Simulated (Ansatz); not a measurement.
# SrVO3 (Pm-3m): how the settings move a single-point run

Aim: see which settings change the result for SrVO3 (Pm-3m), by how much, and at what cost.

Program: Ansatz 0.2.0. Level of theory: reference: DFT PBE, spin-orbit coupling, plane waves, PAW. These are calculated values, not measurements.

3 further runs of the same task are left out: 3 that didn't finish. Runs told in other sessions of the task aren't counted.

### 1 The system as given

Symmetry: Pm-3m, No. 221, cubic system. Conventional cell: a = 3.858 Å, b = 3.858 Å, c = 3.858 Å, α = 90.00°, β = 90.00°, γ = 90.00°. Sr (site symmetry m-3m) is surrounded by 12 O at 2.73 Å. V (site symmetry m-3m) has 6 O at 1.93 Å in its first shell of neighbours. Around O (site symmetry 4/mmm) lie 2 V at 1.93 Å and 4 Sr at 2.73 Å.

Coordinates:

```
CELL_PARAMETERS angstrom
3.85800 0.00000 0.00000
0.00000 3.85800 0.00000
0.00000 0.00000 3.85800
ATOMIC_POSITIONS crystal
Sr 0.50000 0.50000 0.50000
V 0.00000 0.00000 0.00000
O 0.50000 0.00000 0.00000
O 0.00000 0.50000 0.00000
O 0.00000 0.00000 0.50000
```

### 2 Baseline

Input file input.yaml:

```yaml
crystal:
  lattice:
    - [3.857996459, 0.0, 0.0]
    - [0.0, 3.857996459, 0.0]
    - [0.0, 0.0, 3.857996459]
  atoms:
    - { symbol: Sr, position: [0.5, 0.5, 0.5] }
    - { symbol: V, position: [0.0, 0.0, 0.0], spin: 0.14, spin_axis: [0.0, 0.0, 1.0] }
    - { symbol: O, position: [0.5, 0.0, 0.0] }
    - { symbol: O, position: [0.0, 0.5, 0.0] }
    - { symbol: O, position: [0.0, 0.0, 0.5] }
basis:
  ecutwfc: 420
  ecutrho_ratio: 4
kpoints:
  mp_grid: { grid: [8, 8, 8] }
hamiltonian:
  xc: pbe
scf:
  occupations: { method: gaussian, width: 0.05 }
output:
  forces: true
  stress: true
  eigenvalues: true
  populations: true
magnetization:
  noncollinear: true
  spin_orbit: true
```

Command:

```bash
ansatz run input.yaml --threads 4 --pin off --max-ram 7168MiB --backend cpu --events-out ev --progress --plain --runs-dir out
```

### 3 Changed: n_extra_bands 32

input.yaml, as its differences from that of step 2:

```diff
@@ -7,3 +7,3 @@
     - { symbol: Sr, position: [0.5, 0.5, 0.5] }
-    - { symbol: V, position: [0.0, 0.0, 0.0], spin: 0.14, spin_axis: [0.0, 0.0, 1.0] }
+    - { symbol: V, position: [0.0, 0.0, 0.0], spin: 1.0, spin_axis: [0.0, 0.0, 1.0] }
     - { symbol: O, position: [0.5, 0.0, 0.0] }
@@ -20,2 +20,3 @@
   occupations: { method: gaussian, width: 0.05 }
+  n_extra_bands: 32
 output:
@@ -23,4 +24,2 @@
   stress: true
-  eigenvalues: true
-  populations: true
 magnetization:
```

### 4 Variant: xc_grid 1, xc revpbe, lower_state_search off

Input file input.yaml:

```yaml
crystal:
  lattice:
    - [3.857996459, 0.0, 0.0]
    - [0.0, 3.857996459, 0.0]
    - [0.0, 0.0, 3.857996459]
  atoms:
    - { symbol: Sr, position: [0.5, 0.5, 0.5] }
    - { symbol: V, position: [0.0, 0.0, 0.0], spin: 1.0, spin_axis: [0.0, 0.0, 1.0] }
    - { symbol: O, position: [0.5, 0.0, 0.0] }
    - { symbol: O, position: [0.0, 0.5, 0.0] }
    - { symbol: O, position: [0.0, 0.0, 0.5] }
basis:
  ecutwfc: 420
  ecutrho_ratio: 4
  xc_grid: 1
kpoints:
  mp_grid: { grid: [8, 8, 8] }
hamiltonian:
  xc: revpbe
scf:
  occupations: { method: gaussian, width: 0.05 }
  lower_state_search: "off"
output:
  forces: true
  stress: true
magnetization:
  noncollinear: true
  spin_orbit: true
```

### 5 Variant: mp_grid.shift [0.5, 0.5, 0.5]

input.yaml, as its differences from that of step 2:

```diff
@@ -7,3 +7,3 @@
     - { symbol: Sr, position: [0.5, 0.5, 0.5] }
-    - { symbol: V, position: [0.0, 0.0, 0.0], spin: 0.14, spin_axis: [0.0, 0.0, 1.0] }
+    - { symbol: V, position: [0.0, 0.0, 0.0], spin: 1.0, spin_axis: [0.0, 0.0, 1.0] }
     - { symbol: O, position: [0.5, 0.0, 0.0] }
@@ -15,3 +15,3 @@
 kpoints:
-  mp_grid: { grid: [8, 8, 8] }
+  mp_grid: { grid: [8, 8, 8], shift: [0.5, 0.5, 0.5] }
 hamiltonian:
@@ -23,4 +23,2 @@
   stress: true
-  eigenvalues: true
-  populations: true
 magnetization:
```

Q: Predict the outcome of this session. Wanted: for each run, ending; energy change; pressure; gap; abs. moment; force.

As calculated:

| run | ending | energy change | pressure (GPa) | gap (eV) | abs. moment (μB) | force (eV/Å) | cycles | time |
| --- | --- | --- | --- | --- | --- | --- | --- | --- |
| reference | converged | 0 | 0.0 | 0.00 | 0.16 | 0.00 | 13 | 26 s |
| 1: n_extra_bands 32 | converged | 0.0 meV/atom | 0.0 | 0.00 | 0.16 | 0.00 | 20 | 38 s |
| 2: xc_grid 1, xc revpbe, lower_state_search off | converged | not comparable | 3.5 | 0.00 | 0.16 | 0.00 | 22 | 43 s |
| 3: mp_grid.shift [0.5, 0.5, 0.5] | converged | +1.0 meV/atom | 0.3 | 0.00 | 0.53 | 0.00 | 13 | 16 s |

Residual by cycle in the longest SCF loop of each run; runs are numbered as in the table. The quantity is the density residual dr2, in eV.

| cycle | reference | run 1 | run 2 | run 3 |
| --- | --- | --- | --- | --- |
| 1 | 1.21 | 1.21 | 1.2 | 1.21 |
| 3 | 0.0716 | 0.0678 | 0.0675 | 0.0693 |
| 5 | 0.00422 | 0.0042 | 0.00414 | 0.00412 |
| 7 | 8.7e-5 | 8.1e-5 | 8.3e-5 | 5.1e-5 |
| 9 | 2.2e-6 | 1.5e-5 | 1.7e-5 | 2.5e-6 |
| 11 | 4.3e-7 | 1.5e-6 | 1.5e-5 | 1.6e-5 |
| 12 | 1.5e-8 | 1.0e-6 | 3.0e-5 | 3.1e-8 |
| 14 | - | 1.7e-7 | 3.2e-6 | - |
| 16 | - | 1.1e-6 | 3.2e-7 | - |
| 18 | - | 4.3e-9 | 5.1e-5 | - |
| 20 | - | 2.2e-10 | 3.6e-8 | - |
| 22 | - | - | 3.6e-10 | - |

What this shows: Of the converged runs whose energies compare with the reference's, «mp_grid.shift [0.5, 0.5, 0.5]» moves the energy most (+1.0 meV/atom) and «n_extra_bands 32» least (0.0 meV/atom). The pressure spans 0.0 to 3.5 GPa over the reference and the converged variants. Of the variants the dearest is «xc_grid 1, xc revpbe, lower_state_search off» (43 s), the cheapest «mp_grid.shift [0.5, 0.5, 0.5]» (16 s), on a shared host.
